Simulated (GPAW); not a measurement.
Runs of GPAW 26.7.0 on SnO. It takes space group P4/nmm (No. 129, tetragonal). Conventional cell: a = 3.814 Å, b = 3.814 Å, c = 4.887 Å, α = 90.00°, β = 90.00°, γ = 90.00°. Sn (site symmetry 4mm) has 4 O at 2.23 Å as nearest neighbours. O (site symmetry -4m2) is surrounded by 4 Sn at 2.23 Å. The cell is a database's computed one.

```tsv
task	level	potentials or basis	cell	k mesh	cutoff (eV)	smearing	band path	band points	response ecut	frequency	extrapolate	grid spacing	mesh quality	gap on the mesh (eV)	pressure (GPa)	relaxed volume (Å³/atom)	largest force (eV/Å)
band structure	PBE	GPAW PAW data sets (gpaw-data 1.2.1), lcao:dzp	as given	4 × 4 × 4	-	fermi-dirac 0.05 eV	GXMGZRAZ,XR,MA	60	-	-	-	0.2 Å	coarse	0.12	-	-	0.79
dielectric tensor	PBE	GPAW PAW data sets (gpaw-data 1.2.1), pw	as given	6 × 6 × 5	600	fermi-dirac 0.001 eV	-	-	80 eV	-	-	-	not flagged	0.15	-	-	-
band structure	r2SCAN	GPAW PAW data sets (gpaw-data 1.2.1), pw	as given	6 × 6 × 5	800	fermi-dirac 0.05 eV	GXMGZRAZ,XR,MA	80	-	-	-	-	not flagged	(b)	-0.6	-	0.10
dielectric tensor	PBE	GPAW PAW data sets (gpaw-data 1.2.1), pw	as given	6 × 6 × 5	550	fermi-dirac 0.001 eV	-	-	80 eV	-	-	-	not flagged	0.15	-	-	-
relaxation of cell and atoms	PBEsol+D4	PAW data sets generated in the run's folder for this functional, pw	relaxed	4 × 4 × 4	800	fermi-dirac 0.05 eV	-	-	-	-	-	-	coarse	(a)	0.0	(c)	0.02
dielectric tensor	RPBE	the program's PAW data sets (release 1.2.1) made for this functional, pw	as given	6 × 6 × 5	550	fermi-dirac 0.001 eV	-	-	80 eV	-	-	-	not flagged	0.14	-	-	-
relaxation of cell and atoms	PBEsol	PAW data sets generated in the run's folder for this functional, pw	relaxed	5 × 5 × 4	800	fermi-dirac 0.05 eV	-	-	-	-	-	-	not flagged	0.29	-0.1	17.07	0.01
```

Alike in all rows: no spin polarisation.

Question: Estimate the missing entries.

Answer: (a) none; (b) 0.28; (c) 15.97.

Caveats: some runs use coarse meshes; spin-orbit coupling is left out, which moves the levels of the heavy elements (some runs); the long-wavelength limit can be off by a per cent or two (some runs); the gap is small at this level, which inflates the dielectric constant (some runs); an odd mesh through Γ misses points on the zone boundary, where band edges often lie (some runs); later steps reuse the first step's grids (some runs); the real-space grid adds noise to forces (some runs); the basis of atomic orbitals isn't converged, which shifts pressures, moduli and gaps (some runs).

A k mesh can miss the band edges, and the runs leave out spin-orbit coupling on Sn.

Not every run made on this cell is shown here.
